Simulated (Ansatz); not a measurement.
The system is SnO.

```xyz
4
Lattice="3.8137 0.0000 0.0000 0.0000 3.8137 0.0000 0.0000 0.0000 4.8869" Properties=species:S:1:pos:R:3 pbc="T T T"
Sn    1.9068    0.0000    3.7367
Sn    0.0000    1.9068    1.1503
O     0.0000    0.0000    0.0000
O     1.9068    1.9068    0.0000
```

The cell is a database's computed one.

Base run:

| Item | Value |
| --- | --- |
| Program | Ansatz 0.2.0 |
| Functional | PBE |
| Potentials or basis | Ansatz PAW |
| Cutoff | 250 eV |
| Density cutoff | 1000 eV |
| k mesh | 7 × 7 × 6 |
| Occupations | fermi-dirac, width 0.05 eV |
| Spin | no spin polarisation |

Its results: band gap on the k mesh 0.36 eV, indirect (least direct gap 2.02 eV); pressure 2.0 GPa; largest force 0.176 eV/Å.

Task: The run is repeated on the same cell with these changes: functional from PBE to r2SCAN; cutoff from 250 eV to 500 eV (not typed: the program's choice for these potentials); spin from no spin polarisation to spin-orbit coupling, no magnetisation; potential files from those of the base run to others of the same set. What comes out?

Result: Band gap on the k mesh 0.49 eV, indirect (least direct gap 2.38 eV); pressure -0.5 GPa; largest force 0.129 eV/Å.

Several settings changed at once, so the effect can't be laid on one alone.

Caveats: odd divisions of the mesh miss points on the zone boundary, where band edges often lie, so the gap on the mesh can be too wide (some runs); the pressure holds a Pulay correction of +52.1 GPa for the finite cutoff (some runs); spin-orbit coupling is left out, which moves the levels of the heavy elements (some runs); the cutoff lies under the one recommended for these potentials (some runs); the k mesh misses the band edges, so the gap on the mesh is wider than the one along the path (some runs); the PAW data sets come from PBE, with cores solved anew for the run's functional, which leaves a small shift of forces and pressure (some runs).
